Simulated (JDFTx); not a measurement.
# CoO (R-3m) in JDFTx: notebook

One crystal, CoO, is run at these levels: PBE; tasks: single point.

All numbers are computed with JDFTx 1.7.0 (patched build); they aren't measurements. Logs are shortened: lines on timing, memory, paths and dates and some standing lists are left out, and cuts for length are marked. The log counts tension as positive stress, the text compression.

**1. The structure**

Symmetry: R-3m, No. 166, trigonal system. The conventional cell has a = 3.011 Å, b = 3.011 Å, c = 7.320 Å, α = 90.00°, β = 90.00°, γ = 120.00°. Around Co (site symmetry -3m) lie 6 O at 2.12 Å. Around O (site symmetry -3m) lie 6 Co at 2.12 Å.

The cell is a database's computed one.

**2. Single point, PBE, collinear spin, ferromagnetic start**

File CoO.in:

```
lattice \
    2.8449251281    -2.8449251281     0.0000000000 \
    1.6425182886     1.6425182886    -3.2850365771 \
    4.6107936168     4.6107936168     4.6107936168
coords-type Lattice
ion Co     0.0000000000     0.0000000000     0.0000000000 1
ion O      0.5000000000     0.5000000000     0.5000000000 1

ion-species pseudo/Co.upf
ion-species pseudo/O.upf
elec-cutoff 48 384
elec-ex-corr gga-PBE
kpoint-folding 9 9 9
elec-smearing Fermi 0.0018374661
elec-n-bands 19
spintype z-spin
initial-magnetic-moments Co 2
elec-initial-magnetization 0 yes
electronic-SCF nIterations 100 energyDiffThreshold 1e-09
electronic-minimize nIterations 30 energyDiffThreshold 1e-7
converge-empty-states yes
forces-output-coords Cartesian

dump-name run.$VAR
dump End Ecomponents EigStats BandEigs Kpoints Forces Stress ElecDensity Dtot
```

Potentials or basis: PseudoDojo-SR-PBE-0.5-standard with smoothed tails.

Launch:

```bash
$ jdftx -c 1 -i CoO.in -o CoO.out
```

What it wrote:

```text
*************** JDFTx 1.7.0 (patched build) ***************

Input parsed successfully to the following command list (including defaults):
[... the input with its defaults ...]

---------- Setting up symmetries ----------

Found 12 point-group symmetries of the bravais lattice
Found 12 space-group symmetries with basis
Applied RMS atom displacement 0 bohrs to make symmetries exact.

---------- Initializing the Grid ----------
R =
[      2.84493     -2.84493            0  ]
[      1.64252      1.64252     -3.28504  ]
[      4.61079      4.61079      4.61079  ]
unit cell volume = 129.273
G =
[    1.10428   0.637556   0.454237  ]
[   -1.10428   0.637556   0.454237  ]
[ -8.73998e-18   -1.27511   0.454237  ]
Minimum fftbox size, Smin = [  52  52  52  ]
Chosen fftbox size, S = [  54  54  54  ]

---------- Initializing tighter grid for wavefunction operations ----------
R =
[      2.84493     -2.84493            0  ]
[      1.64252      1.64252     -3.28504  ]
[      4.61079      4.61079      4.61079  ]
unit cell volume = 129.273
G =
[    1.10428   0.637556   0.454237  ]
[   -1.10428   0.637556   0.454237  ]
[ -8.73998e-18   -1.27511   0.454237  ]
Minimum fftbox size, Smin = [  36  36  36  ]
Chosen fftbox size, S = [  36  36  36  ]

---------- Exchange Correlation functional ----------
Initalized PBE GGA exchange.
Initalized PBE GGA correlation.

---------- Setting up pseudopotentials ----------
Width of ionic core gaussian charges (only for fluid interactions / plotting) set to 0

Reading pseudopotential file 'pseudo/Co.upf':
  'Co' pseudopotential, 'PBE' functional
  Generated using ONCVPSP code by D. R. Hamann
  17 valence electrons, 4 orbitals, 6 projectors, 1001 radial grid points, with lMax = 2
    3S    l: 0   occupation:  2.0   eigenvalue: -3.763303
    3P    l: 1   occupation:  6.0   eigenvalue: -2.412101
    3D    l: 2   occupation:  7.0   eigenvalue: -0.301498
    4S    l: 0   occupation:  2.0   eigenvalue: -0.201022
  Core radius for overlap checks: 1.60 bohrs.

Reading pseudopotential file 'pseudo/O.upf':
  'O' pseudopotential, 'PBE' functional
  Generated using ONCVPSP code by D. R. Hamann
  6 valence electrons, 2 orbitals, 5 projectors, 936 radial grid points, with lMax = 2
    2S    l: 0   occupation:  2.0   eigenvalue: -0.880572
    2P    l: 1   occupation:  4.0   eigenvalue: -0.331869
  Core radius for overlap checks: 1.39 bohrs.

Initialized 2 species with 2 total atoms.

Folded 1 k-points by 9x9x9 to 729 k-points.

---------- Setting up k-points, bands, fillings ----------
Reduced to 85 k-points under symmetry.
Computing the number of bands and number of electrons
Calculating initial fillings.
nElectrons:  23.000000   nBands: 19   nStates: 170

----- Setting up reduced wavefunction bases (one per k-point) -----
average nbasis = 2053.428 , ideal nbasis = 2053.354

---------- Setting up ewald sum ----------
Optimum gaussian width for ewald sums = 1.821976 bohr.
Real space sum over 1331 unit cells with max indices [  5  5  5  ]
Reciprocal space sum over 2197 terms with max indices [  6  6  6  ]

---------- Allocating electronic variables ----------
Initializing wave functions:  linear combination of atomic orbitals
Note: number of bands (19) exceeds available atomic orbitals (14)
Co (M=2) pseudo-atom majority spin occupations:   s ( 1 0.5 )  p ( 3 )  d ( 5 )
Co (M=2) pseudo-atom minority spin occupations:   s ( 1 0 )  p ( 3 )  d ( 3.5 )
O pseudo-atom occupations:   s ( 2 )  p ( 4 )
	FillingsUpdate:  mu: +0.681697878  nElectrons: 23.000000  magneticMoment: [ Abs: 0.14202  Tot: +0.00000 ]
LCAOMinimize: Iter:   0  F: -153.7791107901694545  |grad|_K:  2.419e-02  alpha:  1.000e+00
	FillingsUpdate:  mu: +1.111826610  nElectrons: 23.000000  magneticMoment: [ Abs: 0.05242  Tot: -0.00000 ]
LCAOMinimize: Iter:   1  F: -153.9870071995667047  |grad|_K:  1.382e-02  alpha:  4.467e-01  linmin:  1.960e-01  cgtest: -1.726e+00
LCAOMinimize: 	Bad step direction: g.d > 0.
[... 20 lines of inner loops ...]
LCAOMinimize: Iter:  10  F: -158.4223748708797928  |grad|_K:  2.614e-06  alpha:  5.184e-01  linmin: -2.451e-04  cgtest:  2.673e-02
	FillingsUpdate:  mu: +0.539178998  nElectrons: 23.000000  magneticMoment: [ Abs: 0.01954  Tot: +0.00000 ]
LCAOMinimize: Iter:  11  F: -158.4223750562145199  |grad|_K:  3.311e-06  alpha:  8.831e-01  linmin:  1.319e-04  cgtest: -5.027e-03
LCAOMinimize: Converged (|Delta F|<1.000000e-06 for 2 iters).

-------- Electronic minimization -----------
Will mix electronic density at each iteration.
	FillingsUpdate:  mu: +0.539178998  nElectrons: 23.000000  magneticMoment: [ Abs: 0.01954  Tot: +0.00000 ]
	FillingsUpdate:  mu: +0.537681332  nElectrons: 23.000000  magneticMoment: [ Abs: 0.01954  Tot: +0.00000 ]
SCF: Cycle:  0   F: -158.441231105310607   dF: -1.886e-02   |Residual|: 1.009e-01   |deigs|: 7.210e-02
	FillingsUpdate:  mu: +0.511897221  nElectrons: 23.000000  magneticMoment: [ Abs: 0.01766  Tot: -0.00000 ]
SCF: Cycle:  1   F: -158.444087279357490   dF: -2.856e-03   |Residual|: 4.192e-02   |deigs|: 2.347e-02
	FillingsUpdate:  mu: +0.520983450  nElectrons: 23.000000  magneticMoment: [ Abs: 0.01518  Tot: +0.00000 ]
SCF: Cycle:  2   F: -158.445576864072450   dF: -1.490e-03   |Residual|: 3.389e-02   |deigs|: 8.669e-03
	FillingsUpdate:  mu: +0.517269204  nElectrons: 23.000000  magneticMoment: [ Abs: 0.01555  Tot: +0.00000 ]
SCF: Cycle:  3   F: -158.447151216806475   dF: -1.574e-03   |Residual|: 5.568e-03   |deigs|: 3.639e-03
	FillingsUpdate:  mu: +0.517754945  nElectrons: 23.000000  magneticMoment: [ Abs: 0.01547  Tot: -0.00000 ]
SCF: Cycle:  4   F: -158.447159284310885   dF: -8.068e-06   |Residual|: 1.483e-03   |deigs|: 5.102e-04
	FillingsUpdate:  mu: +0.517831400  nElectrons: 23.000000  magneticMoment: [ Abs: 0.01659  Tot: +0.00000 ]
SCF: Cycle:  5   F: -158.447159878132823   dF: -5.938e-07   |Residual|: 7.596e-04   |deigs|: 8.511e-05
	FillingsUpdate:  mu: +0.517849057  nElectrons: 23.000000  magneticMoment: [ Abs: 0.01813  Tot: +0.00000 ]
SCF: Cycle:  6   F: -158.447160081142783   dF: -2.030e-07   |Residual|: 6.775e-04   |deigs|: 2.927e-05
	FillingsUpdate:  mu: +0.517857050  nElectrons: 23.000000  magneticMoment: [ Abs: 0.01937  Tot: +0.00000 ]
SCF: Cycle:  7   F: -158.447160202165122   dF: -1.210e-07   |Residual|: 7.071e-04   |deigs|: 1.660e-05
	FillingsUpdate:  mu: +0.517842241  nElectrons: 23.000000  magneticMoment: [ Abs: 0.01056  Tot: +0.00000 ]
SCF: Cycle:  8   F: -158.447159584971899   dF: +6.172e-07   |Residual|: 3.755e-04   |deigs|: 7.789e-05
	FillingsUpdate:  mu: +0.517873415  nElectrons: 23.000000  magneticMoment: [ Abs: 0.00863  Tot: -0.00000 ]
SCF: Cycle:  9   F: -158.447159576775533   dF: +8.196e-09   |Residual|: 2.515e-04   |deigs|: 4.661e-05
	FillingsUpdate:  mu: +0.517884932  nElectrons: 23.000000  magneticMoment: [ Abs: 0.00667  Tot: -0.00000 ]
SCF: Cycle: 10   F: -158.447159616131444   dF: -3.936e-08   |Residual|: 1.849e-04   |deigs|: 3.492e-05
	FillingsUpdate:  mu: +0.517871423  nElectrons: 23.000000  magneticMoment: [ Abs: 0.00339  Tot: -0.00000 ]
SCF: Cycle: 11   F: -158.447159661814908   dF: -4.568e-08   |Residual|: 1.321e-04   |deigs|: 3.275e-05
	FillingsUpdate:  mu: +0.517881608  nElectrons: 23.000000  magneticMoment: [ Abs: 0.00179  Tot: +0.00000 ]
SCF: Cycle: 12   F: -158.447159672762808   dF: -1.095e-08   |Residual|: 7.858e-05   |deigs|: 1.981e-05
	FillingsUpdate:  mu: +0.517874562  nElectrons: 23.000000  magneticMoment: [ Abs: 0.00045  Tot: +0.00000 ]
SCF: Cycle: 13   F: -158.447159677057414   dF: -4.295e-09   |Residual|: 1.570e-05   |deigs|: 1.376e-05
	FillingsUpdate:  mu: +0.517874070  nElectrons: 23.000000  magneticMoment: [ Abs: 0.00032  Tot: -0.00000 ]
SCF: Cycle: 14   F: -158.447159677441391   dF: -3.840e-10   |Residual|: 9.743e-06   |deigs|: 7.890e-06
	FillingsUpdate:  mu: +0.517873906  nElectrons: 23.000000  magneticMoment: [ Abs: 0.00012  Tot: -0.00000 ]
SCF: Cycle: 15   F: -158.447159677753632   dF: -3.122e-10   |Residual|: 4.603e-06   |deigs|: 3.270e-05
SCF: Converged (|Delta E|<1.000000e-09 for 2 iters).

Setting wave functions to eigenvectors of Hamiltonian
Converging empty states (this may take a while): |deigs|: 7.348e-04

# Stress tensor in Cartesian coordinates [Eh/a0^3]:
[  0.000625782            0            0  ]
[            0  0.000625782            0  ]
[            0            0  0.000612056  ]

# Ionic positions in lattice coordinates:
ion Co   0.000000000000000   0.000000000000000   0.000000000000000 1
ion O   0.500000000000000   0.500000000000000   0.500000000000000 1

# Forces in Cartesian coordinates:
force Co   0.000000000000000  -0.000000000000000  -0.000000000000000 1
force O  -0.000000000000000  -0.000000000000000   0.000000000000000 1

# Energy components:
   Eewald =     -106.6716796414786756
       EH =       45.6639349174565439
     Eloc =     -133.8660549182903310
      Enl =      -21.6287100367636427
      Exc =      -32.1619987547941406
 Exc_core =       11.0641211423741090
       KE =       79.1545986135148780
-------------------------------------
     Etot =     -158.4457886779812554
       TS =        0.0013709997723711
-------------------------------------
        F =     -158.4471596777536320

IonicMinimize: Iter:   0  F: -158.447159677753632  |grad|_K:       -nan
IonicMinimize: None of the convergence criteria satisfied after 0 iterations.

#--- Lowdin population analysis ---
# oxidation-state Co +0.918
# magnetic-moments Co +0.000
# oxidation-state O -0.820
# magnetic-moments O -0.000

Dumping 'run.eigStats' ...
	eMin: -2.958239 at state 0 ( [ +0.000000 +0.000000 +0.000000 ] spin 1 )
	HOMO: +0.517530 at state 163 ( [ +0.333333 +0.333333 -0.333333 ] spin -1 )
	mu  : +0.517874
	LUMO: +0.518522 at state 53 ( [ +0.111111 -0.444444 -0.222222 ] spin 1 )
	eMax: +1.550395 at state 139 ( [ +0.111111 -0.333333 -0.333333 ] spin -1 )
	HOMO-LUMO gap: +0.000993
	Optical gap  : +0.005869 at state 53 ( [ +0.111111 -0.444444 -0.222222 ] spin 1 )
Done!
```

Wall time 4.4 min (1 thread of Intel Xeon Platinum 8488C (Sapphire Rapids), shared host); peak memory 0.32 GiB.

Results:

| Property | Result |
| --- | --- |
| Free energy | -4311.5669 eV |
| Pressure | -18.3 GPa |
| Net moment | 0.00 μB per cell |
| Absolute moment | 0.00 μB per cell |
| Loewdin charges | Co +0.92; O -0.82 e |

Stress tensor (GPa, compression positive):
```
-18.41   0.00   0.00
  0.00 -18.41   0.00
  0.00   0.00 -18.01
```

Caveat: the moment is held away from its start; the starting moments collapsed, and a magnetic state may lie lower; the total moment is fixed, so each spin has its own Fermi level.

**3. Single point, PBE, collinear spin, ferromagnetic start**

CoO.in, as its differences from that of step 2:

```diff
@@ -14,6 +14,6 @@
 elec-smearing Fermi 0.0018374661
-elec-n-bands 19
+elec-n-bands 18
 spintype z-spin
 initial-magnetic-moments Co 2
-elec-initial-magnetization 0 yes
+elec-initial-magnetization 1 yes
 electronic-SCF nIterations 100 energyDiffThreshold 1e-09
@@ -24,2 +24,2 @@
 dump-name run.$VAR
-dump End Ecomponents EigStats BandEigs Kpoints Forces Stress ElecDensity Dtot
+dump End Ecomponents EigStats BandEigs Kpoints Forces Stress
```

Potentials or basis: PseudoDojo-SR-PBE-0.5-standard with smoothed tails.

Launch:

```bash
$ jdftx -c 1 -i CoO.in -o CoO.out
```

Wall time 4.2 min (1 thread of Intel Xeon Platinum 8488C (Sapphire Rapids), shared host); peak memory 0.31 GiB.

The run converged. Its results:

| Quantity | Value |
| --- | --- |
| Free energy | -4311.7427 eV |
| Pressure | -14.5 GPa |
| Net moment | 1.00 μB per cell |
| Absolute moment | 1.06 μB per cell |
| Site moments | Co +1.02; O -0.02 μB |
| Loewdin charges | Co +0.95; O -0.85 e |

Stress tensor (GPa, compression positive):
```
-14.66   0.00   0.00
  0.00 -14.66   0.00
  0.00   0.00 -14.25
```

Caveat: the total moment is fixed, so each spin has its own Fermi level; a cell with one magnetic atom can't hold antiferromagnetic order, which such compounds often take.

**4. Single point, PBE, collinear spin, ferromagnetic start**

CoO.in, as its differences from that of step 3:

```diff
@@ -14,6 +14,6 @@
 elec-smearing Fermi 0.0018374661
-elec-n-bands 18
+elec-n-bands 19
 spintype z-spin
 initial-magnetic-moments Co 2
-elec-initial-magnetization 1 yes
+elec-initial-magnetization 2 yes
 electronic-SCF nIterations 100 energyDiffThreshold 1e-09
@@ -24,2 +24,2 @@
 dump-name run.$VAR
-dump End Ecomponents EigStats BandEigs Kpoints Forces Stress
+dump End Ecomponents EigStats BandEigs Kpoints Forces Stress ElecDensity Dtot
```

Potentials or basis: PseudoDojo-SR-PBE-0.5-standard with smoothed tails.

Launch:

```bash
$ jdftx -c 1 -i CoO.in -o CoO.out
```

What it wrote:

```text
*************** JDFTx 1.7.0 (patched build) ***************

Input parsed successfully to the following command list (including defaults):
[... the input with its defaults ...]

---------- Setting up symmetries ----------

Found 12 point-group symmetries of the bravais lattice
Found 12 space-group symmetries with basis
Applied RMS atom displacement 0 bohrs to make symmetries exact.

---------- Initializing the Grid ----------
R =
[      2.84493     -2.84493            0  ]
[      1.64252      1.64252     -3.28504  ]
[      4.61079      4.61079      4.61079  ]
unit cell volume = 129.273
G =
[    1.10428   0.637556   0.454237  ]
[   -1.10428   0.637556   0.454237  ]
[ -8.73998e-18   -1.27511   0.454237  ]
Minimum fftbox size, Smin = [  52  52  52  ]
Chosen fftbox size, S = [  54  54  54  ]

---------- Initializing tighter grid for wavefunction operations ----------
R =
[      2.84493     -2.84493            0  ]
[      1.64252      1.64252     -3.28504  ]
[      4.61079      4.61079      4.61079  ]
unit cell volume = 129.273
G =
[    1.10428   0.637556   0.454237  ]
[   -1.10428   0.637556   0.454237  ]
[ -8.73998e-18   -1.27511   0.454237  ]
Minimum fftbox size, Smin = [  36  36  36  ]
Chosen fftbox size, S = [  36  36  36  ]

---------- Exchange Correlation functional ----------
Initalized PBE GGA exchange.
Initalized PBE GGA correlation.

---------- Setting up pseudopotentials ----------
Width of ionic core gaussian charges (only for fluid interactions / plotting) set to 0

[... 45 lines left out ...]
LCAOMinimize: Iter:   1  F: -155.4944200656312319  |grad|_K:  1.224e-02  alpha:  3.341e-01  linmin: -1.909e-01  cgtest:  4.855e-01
	FillingsUpdate:  mu: +0.602691280  nElectrons: 23.000000  magneticMoment: [ Abs: 2.00000  Tot: +2.00000 ]
[... 24 lines of inner loops ...]
LCAOMinimize: Iter:  11  F: -158.4392716606159297  |grad|_K:  4.664e-06  alpha:  3.394e-01  linmin:  6.716e-05  cgtest: -1.331e-02
	FillingsUpdate:  mu: +0.538092811  nElectrons: 23.000000  magneticMoment: [ Abs: 2.00520  Tot: +2.00000 ]
LCAOMinimize: Iter:  12  F: -158.4392720262960097  |grad|_K:  1.544e-06  alpha:  5.477e-01  linmin: -2.793e-04  cgtest:  1.120e-02
LCAOMinimize: Converged (|Delta F|<1.000000e-06 for 2 iters).

-------- Electronic minimization -----------
Will mix electronic density at each iteration.
	FillingsUpdate:  mu: +0.538092811  nElectrons: 23.000000  magneticMoment: [ Abs: 2.00520  Tot: +2.00000 ]
	FillingsUpdate:  mu: +0.536563308  nElectrons: 23.000000  magneticMoment: [ Abs: 2.00520  Tot: +2.00000 ]
SCF: Cycle:  0   F: -158.460249648250397   dF: -2.098e-02   |Residual|: 8.323e-02   |deigs|: 7.155e-02
	FillingsUpdate:  mu: +0.518060835  nElectrons: 23.000000  magneticMoment: [ Abs: 2.01090  Tot: +2.00000 ]
SCF: Cycle:  1   F: -158.463340333186011   dF: -3.091e-03   |Residual|: 2.197e-02   |deigs|: 1.849e-02
	FillingsUpdate:  mu: +0.520557394  nElectrons: 23.000000  magneticMoment: [ Abs: 2.00929  Tot: +2.00000 ]
SCF: Cycle:  2   F: -158.463516914292654   dF: -1.766e-04   |Residual|: 1.637e-02   |deigs|: 3.891e-03
	FillingsUpdate:  mu: +0.519216775  nElectrons: 23.000000  magneticMoment: [ Abs: 2.01042  Tot: +2.00000 ]
SCF: Cycle:  3   F: -158.463821809476372   dF: -3.049e-04   |Residual|: 3.863e-03   |deigs|: 1.954e-03
	FillingsUpdate:  mu: +0.520006927  nElectrons: 23.000000  magneticMoment: [ Abs: 2.01114  Tot: +2.00000 ]
SCF: Cycle:  4   F: -158.463824778738115   dF: -2.969e-06   |Residual|: 1.724e-03   |deigs|: 6.930e-04
	FillingsUpdate:  mu: +0.520050224  nElectrons: 23.000000  magneticMoment: [ Abs: 2.01104  Tot: +2.00000 ]
SCF: Cycle:  5   F: -158.463825230082676   dF: -4.513e-07   |Residual|: 5.246e-04   |deigs|: 1.227e-04
	FillingsUpdate:  mu: +0.519997341  nElectrons: 23.000000  magneticMoment: [ Abs: 2.01077  Tot: +2.00000 ]
SCF: Cycle:  6   F: -158.463825288164088   dF: -5.808e-08   |Residual|: 2.240e-04   |deigs|: 7.947e-05
	FillingsUpdate:  mu: +0.520023186  nElectrons: 23.000000  magneticMoment: [ Abs: 2.01081  Tot: +2.00000 ]
SCF: Cycle:  7   F: -158.463825302593278   dF: -1.443e-08   |Residual|: 7.764e-05   |deigs|: 6.259e-05
	FillingsUpdate:  mu: +0.520024528  nElectrons: 23.000000  magneticMoment: [ Abs: 2.01082  Tot: +2.00000 ]
SCF: Cycle:  8   F: -158.463825304601841   dF: -2.009e-09   |Residual|: 3.851e-05   |deigs|: 3.900e-05
	FillingsUpdate:  mu: +0.520025173  nElectrons: 23.000000  magneticMoment: [ Abs: 2.01082  Tot: +2.00000 ]
SCF: Cycle:  9   F: -158.463825305127074   dF: -5.252e-10   |Residual|: 1.460e-05   |deigs|: 3.043e-05
	FillingsUpdate:  mu: +0.520026196  nElectrons: 23.000000  magneticMoment: [ Abs: 2.01083  Tot: +2.00000 ]
SCF: Cycle: 10   F: -158.463825305281517   dF: -1.544e-10   |Residual|: 7.650e-06   |deigs|: 6.378e-05
SCF: Converged (|Delta E|<1.000000e-09 for 2 iters).

Setting wave functions to eigenvectors of Hamiltonian
Converging empty states (this may take a while): |deigs|: 9.415e-04

# Stress tensor in Cartesian coordinates [Eh/a0^3]:
[  0.000280252            0            0  ]
[            0  0.000280252            0  ]
[            0            0  0.000282634  ]

# Ionic positions in lattice coordinates:
ion Co   0.000000000000000   0.000000000000000   0.000000000000000 1
ion O   0.500000000000000   0.500000000000000   0.500000000000000 1

# Forces in Cartesian coordinates:
force Co  -0.000000000000000  -0.000000000000000  -0.000000000000000 1
force O   0.000000000000000  -0.000000000000000  -0.000000000000000 1

# Energy components:
   Eewald =     -106.6716796414786756
       EH =       45.5675997909147341
     Eloc =     -133.7882027413194237
      Enl =      -21.6728566398252624
      Exc =      -32.2081990887975920
 Exc_core =       11.0641211423741108
       KE =       79.2467834735532080
-------------------------------------
     Etot =     -158.4624337045788707
       TS =        0.0013916007026355
-------------------------------------
        F =     -158.4638253052815173

IonicMinimize: Iter:   0  F: -158.463825305281517  |grad|_K:       -nan
IonicMinimize: None of the convergence criteria satisfied after 0 iterations.

#--- Lowdin population analysis ---
# oxidation-state Co +1.019
# magnetic-moments Co +1.896
# oxidation-state O -0.910
# magnetic-moments O +0.107

Dumping 'run.eigStats' ...
	eMin: -3.003237 at state 0 ( [ +0.000000 +0.000000 +0.000000 ] spin 1 )
	HOMO: +0.528548 at state 165 ( [ +0.333333 +0.444444 -0.444444 ] spin -1 )
	mu  : +0.520024
	LUMO: +0.511576 at state 63 ( [ +0.222222 +0.333333 +0.333333 ] spin 1 )
	eMax: +1.561986 at state 139 ( [ +0.111111 -0.333333 -0.333333 ] spin -1 )
	HOMO-LUMO gap: -0.016972
	Optical gap  : +0.001117 at state 126 ( [ +0.111111 +0.333333 +0.444444 ] spin -1 )
Done!
```

Run time: 4 min. Hardware: 1 thread of Intel Xeon Platinum 8488C (Sapphire Rapids), shared host; peak memory 0.32 GiB.

Results:

```
Free energy     : -4312.0204 eV
Pressure        : -8.3 GPa
Net moment      : 2.00 μB per cell
Absolute moment : 2.01 μB per cell
Site moments    : Co +1.90; O +0.11 μB
Loewdin charges : Co +1.02; O -0.91 e
```

Caveat: the atomic charges don't sum to the cell's charge; the total moment is fixed, so each spin has its own Fermi level; a cell with one magnetic atom can't hold antiferromagnetic order, which such compounds often take.

(Part 1 of 2 ends here.)
